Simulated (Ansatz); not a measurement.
Crystal: SiO2.

```
Si O
1.0
    -2.83790    2.83790    5.66021
     2.83790   -2.83790    5.66021
     2.83790    2.83790   -5.66021
Si O
4 8
Direct
  0.87500 0.26362 0.88862
  0.01362 0.62500 0.88862
  0.73638 0.12500 0.11138
  0.37500 0.98638 0.11138
  0.63373 0.13373 0.50000
  0.46788 0.96788 0.93575
  0.03212 0.53212 0.06425
  0.11627 0.11627 0.00000
  0.88373 0.88373 0.00000
  0.86627 0.36627 0.50000
  0.28212 0.71788 0.00000
  0.71788 0.28212 0.00000
```

The cell comes from a database or a generator and needn't be the stable form of this composition.

Base run:

| Quantity | Value |
| --- | --- |
| Program | Ansatz 0.2.0 |
| Functional | PBEsol |
| Potentials or basis | Ansatz PAW |
| Cutoff | 420 eV |
| Density cutoff | 1680 eV |
| k mesh | 7 × 7 × 7 |
| Occupations | fermi-dirac, width 0.05 eV |
| Spin | no spin polarisation |

Its results: band gap on the k mesh 4.82 eV, direct; pressure -2.3 GPa; largest force 0.191 eV/Å.

**Question.** The run is repeated on the same cell with these changes: functional from PBEsol to LDA. What comes out?

**Answer.** Band gap on the k mesh 4.66 eV, direct; pressure -5.9 GPa; largest force 0.538 eV/Å.

LDA binds more tightly than PBEsol, so the same cell stands under less pressure.

Caveats: the PAW data sets come from PBE, with cores solved anew for the run's functional, which leaves a small shift of forces and pressure.

Not every run made on this cell is shown here.
